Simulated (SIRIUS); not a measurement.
# Cr (Im-3m) in SIRIUS: a series of runs, part 4 of 4

SIRIUS 7.12.0. The steps go on from the part before.

### 9 Equation of state, RPBE, collinear spin, random start, 13.87 Å³/atom (volume scaled by 1.06)

Contents of sirius.json:

```json
{
  "control": {
    "processing_unit": "cpu",
    "std_evp_solver_name": "lapack",
    "gen_evp_solver_name": "lapack",
    "verbosity": 2,
    "print_forces": false,
    "ortho_rf": true,
    "use_second_variation": false,
    "rmt_max": 3.0,
    "num_bands_to_print": 17,
    "save_wf": true
  },
  "parameters": {
    "electronic_structure_method": "full_potential_lapwlo",
    "xc_functionals": ["XC_GGA_X_RPBE", "XC_GGA_C_PBE"],
    "core_relativity": "dirac",
    "valence_relativity": "iora",
    "num_fv_states": 17,
    "smearing": "fermi_dirac",
    "smearing_width": 0.0007349864,
    "pw_cutoff": 20,
    "gk_cutoff": 3.76,
    "lmax_apw": 10,
    "lmax_rho": 8,
    "lmax_pot": 8,
    "num_mag_dims": 1,
    "auto_rmt": 0,
    "ngridk": [12, 12, 12],
    "shiftk": [0, 0, 0],
    "num_dft_iter": 80,
    "energy_tol": 1e-07,
    "density_tol": 1e-05,
    "use_symmetry": true
  },
  "settings": {"tol_ne": 1e-10},
  "iterative_solver": {"type": "exact"},
  "mixer": {"type": "anderson", "beta": 0.4, "max_history": 8},
  "unit_cell": {
    "lattice_vectors": [
      [-0.577350269192, 0.577350269192, 0.577350269192],
      [0.577350269192, -0.577350269192, 0.577350269192],
      [0.577350269192, 0.577350269192, -0.577350269192]
    ],
    "atom_types": ["Cr"],
    "atom_files": {"Cr": "Cr.json"},
    "atoms": {"Cr": [[0.0, 0.0, 0.0, 0.0, 0.0, 2.24]]},
    "lattice_vectors_scale": 4.9540485974
  }
}
```

Contents of Cr.json:

```json
{
  "name": "chromium",
  "symbol": "Cr",
  "number": 24,
  "mass": 51.9961,
  "rmin": 1e-06,
  "rmt": 2.34,
  "nrmt": 800,
  "rinf": 17.91,
  "core": "1s2s2p",
  "valence": [
    {"basis": [{"enu": 0.1, "dme": 0, "n": 0, "auto": 0}, {"enu": 0.1, "dme": 1, "n": 0, "auto": 0}]},
    {"l": 0, "n": 1, "basis": [{"enu": 0.2, "dme": 0, "n": 0, "auto": 0}]},
    {"l": 1, "n": 2, "basis": [{"enu": 0.2, "dme": 0, "n": 0, "auto": 0}]},
    {"l": 2, "n": 3, "basis": [{"enu": 0.2, "dme": 0, "n": 0, "auto": 0}]},
    {"l": 3, "n": 4, "basis": [{"enu": 0.2, "dme": 0, "n": 0, "auto": 0}]},
    {"l": 4, "n": 5, "basis": [{"enu": 0.2, "dme": 0, "n": 0, "auto": 0}]},
    {"l": 5, "n": 6, "basis": [{"enu": 0.2, "dme": 0, "n": 0, "auto": 0}]}
  ],
  "lo": [
    {"l": 0, "basis": [{"enu": 0.2, "dme": 0, "n": 0, "auto": 0}, {"enu": 0.2, "dme": 1, "n": 0, "auto": 0}]},
    {
      "l": 0,
      "basis": [{"enu": -2.3826, "dme": 0, "n": 3, "auto": 1}, {"enu": -2.3826, "dme": 1, "n": 3, "auto": 1}]
    },
    {"l": 0, "basis": [{"enu": -2.3826, "dme": 1, "n": 3, "auto": 1}, {"enu": 0.2, "dme": 0, "n": 0, "auto": 0}]},
    {"l": 0, "basis": [{"enu": 0.2, "dme": 0, "n": 0, "auto": 0}, {"enu": 3.1221, "dme": 0, "n": 0, "auto": 0}]},
    {
      "l": 0,
      "basis": [{"enu": 3.1221, "dme": 0, "n": 0, "auto": 0}, {"enu": 8.2356, "dme": 0, "n": 0, "auto": 0}]
    },
    {"l": 1, "basis": [{"enu": 0.2, "dme": 0, "n": 0, "auto": 0}, {"enu": 0.2, "dme": 1, "n": 0, "auto": 0}]},
    {
      "l": 1,
      "basis": [{"enu": -1.3496, "dme": 0, "n": 3, "auto": 1}, {"enu": -1.3496, "dme": 1, "n": 3, "auto": 1}]
    },
    {"l": 1, "basis": [{"enu": -1.3496, "dme": 1, "n": 3, "auto": 1}, {"enu": 0.2, "dme": 0, "n": 0, "auto": 0}]},
    {"l": 1, "basis": [{"enu": 0.2, "dme": 0, "n": 0, "auto": 0}, {"enu": 3.5604, "dme": 0, "n": 0, "auto": 0}]},
    {
      "l": 1,
      "basis": [{"enu": 3.5604, "dme": 0, "n": 0, "auto": 0}, {"enu": 9.441, "dme": 0, "n": 0, "auto": 0}]
    },
    {"l": 2, "basis": [{"enu": 0.2, "dme": 0, "n": 0, "auto": 0}, {"enu": 0.2, "dme": 1, "n": 0, "auto": 0}]},
    {"l": 2, "basis": [{"enu": 0.2, "dme": 1, "n": 0, "auto": 0}, {"enu": 0.2, "dme": 2, "n": 0, "auto": 0}]},
    {"l": 2, "basis": [{"enu": 0.2, "dme": 0, "n": 0, "auto": 0}, {"enu": 3.049, "dme": 0, "n": 0, "auto": 0}]},
    {
      "l": 2,
      "basis": [{"enu": 3.049, "dme": 0, "n": 0, "auto": 0}, {"enu": 7.7973, "dme": 0, "n": 0, "auto": 0}]
    },
    {"l": 3, "basis": [{"enu": 0.2, "dme": 0, "n": 0, "auto": 0}, {"enu": 0.2, "dme": 1, "n": 0, "auto": 0}]},
    {"l": 3, "basis": [{"enu": 0.2, "dme": 1, "n": 0, "auto": 0}, {"enu": 0.2, "dme": 2, "n": 0, "auto": 0}]},
    {"l": 3, "basis": [{"enu": 0.2, "dme": 0, "n": 0, "auto": 0}, {"enu": 3.3777, "dme": 0, "n": 0, "auto": 0}]},
    {
      "l": 3,
      "basis": [{"enu": 3.3777, "dme": 0, "n": 0, "auto": 0}, {"enu": 8.674, "dme": 0, "n": 0, "auto": 0}]
    },
    {"l": 4, "basis": [{"enu": 0.2, "dme": 0, "n": 0, "auto": 0}, {"enu": 0.2, "dme": 1, "n": 0, "auto": 0}]},
    {"l": 4, "basis": [{"enu": 0.2, "dme": 0, "n": 0, "auto": 0}, {"enu": 3.7065, "dme": 0, "n": 0, "auto": 0}]},
    {"l": 5, "basis": [{"enu": 0.2, "dme": 0, "n": 0, "auto": 0}, {"enu": 0.2, "dme": 1, "n": 0, "auto": 0}]},
    {"l": 5, "basis": [{"enu": 0.2, "dme": 0, "n": 0, "auto": 0}, {"enu": 4.0352, "dme": 0, "n": 0, "auto": 0}]}
  ],
  "free_atom": [... radial grid and density of the free atom, the start of the SCF ...]
}
```

Contents of sirius_start.json:

```json
{
  "control": {
    "processing_unit": "cpu",
    "std_evp_solver_name": "lapack",
    "gen_evp_solver_name": "lapack",
    "verbosity": 1,
    "print_forces": false,
    "ortho_rf": true,
    "use_second_variation": false,
    "rmt_max": 3.0,
    "num_bands_to_print": 17,
    "save_wf": false
  },
  "parameters": {
    "electronic_structure_method": "full_potential_lapwlo",
    "xc_functionals": ["XC_LDA_X", "XC_LDA_C_PW"],
    "core_relativity": "dirac",
    "valence_relativity": "iora",
    "num_fv_states": 17,
    "smearing": "fermi_dirac",
    "smearing_width": 0.0055123983,
    "pw_cutoff": 20,
    "gk_cutoff": 3.01,
    "lmax_apw": 10,
    "lmax_rho": 8,
    "lmax_pot": 8,
    "num_mag_dims": 1,
    "auto_rmt": 0,
    "ngridk": [5, 5, 5],
    "shiftk": [0, 0, 0],
    "num_dft_iter": 30,
    "energy_tol": 0.01,
    "density_tol": 0.05,
    "use_symmetry": true
  },
  "settings": {"tol_ne": 1e-10},
  "iterative_solver": {"type": "exact"},
  "mixer": {"type": "anderson", "beta": 0.4, "max_history": 8},
  "unit_cell": {
    "lattice_vectors": [
      [-0.577350269192, 0.577350269192, 0.577350269192],
      [0.577350269192, -0.577350269192, 0.577350269192],
      [0.577350269192, 0.577350269192, -0.577350269192]
    ],
    "atom_types": ["Cr"],
    "atom_files": {"Cr": "Cr.json"},
    "atoms": {"Cr": [[0.0, 0.0, 0.0, 0.0, 0.0, 2.24]]},
    "lattice_vectors_scale": 4.9540485974
  }
}
```

Potentials or basis: all-electron FP-LAPW, apw+lo rich.

Started as:

```sh
$ OMP_NUM_THREADS=1 sirius.scf --input=sirius_start.json --output=start.json
$ OMP_NUM_THREADS=1 sirius.scf --input=sirius.json --output=output.json --task=1
```

Wall time 49 s (1 thread of Arm Neoverse V2, shared host); peak memory 0.52 GiB.

The run converged. Its results:

```
Free energy                                       : -28600.5152 eV
Band gap on the k mesh                            : none (metal or under the smearing width)
All electrons inside the program's atomic spheres : Cr 22.58 (radii Cr 2.34 bohr)
```

Caveat: the starting moments collapsed, and a magnetic state may lie lower.

### 10 Equation of state, RPBE, collinear spin, random start

Potentials or basis: all-electron FP-LAPW, apw+lo rich.

This step only gathers the single runs of the series.

Results:

- Equilibrium volume: 11.74 Å³/atom (rough: see the caveat)
- Bulk modulus: 241 GPa (rough)

Energy against volume, from the lowest point:
```
volume (Å³/atom)  energy (meV/atom)
          12.299               0.00
          12.561              19.83
          12.823              45.90
          13.084              77.26
          13.346             113.43
          13.608             153.79
          13.870             198.08
```

Caveat: the minimum lies outside the volumes run.
